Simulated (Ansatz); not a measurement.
Here is an Ansatz 0.2.0 calculation.

input.yaml

```yaml
crystal:
  lattice:
    - [5.191, 0.0, 0.0]
    - [-2.5955, 4.495537871, 0.0]
    - [0.0, 0.0, 2.908]
  atoms:
    - { symbol: Ta, position: [0.664064, 0.333646, 0.507199] }
    - { symbol: Ta, position: [0.328279, 0.663688, 0.500703] }
    - { symbol: Ta, position: [0.002934, -0.003058, -0.009257] }
    - { symbol: "N", position: [-0.002833, 0.499275, 0.019321] }
    - { symbol: "N", position: [0.507766, 0.512039, 0.005893] }
    - { symbol: "N", position: [0.498701, -0.003796, 0.004179] }
hamiltonian:
  xc: pbe
  pseudopotentials: { kind: paw }
kpoints:
  mp_grid: { grid: [6, 6, 9] }
scf:
  occupations: { method: fermi_dirac, width: 0.05 }
output:
  forces: true
  stress: true
  eigenvalues: true
```

Potentials or basis: Ansatz PAW.

The run is started by

```bash
$ ansatz run input.yaml --threads 2 --pin off --max-ram 5120MiB --backend cpu --events-out ev --progress --plain --runs-dir out
```

(1) Estimate the band gap on the k mesh.

(2) Predict the largest force.

(3) Estimate the pressure.

Answers

(1) none (metal or under the smearing width).

(2) 0.959 eV/Å.

(3) 9.9 GPa.

Caveat: the pressure holds a Pulay correction of +0.5 GPa for the finite cutoff.
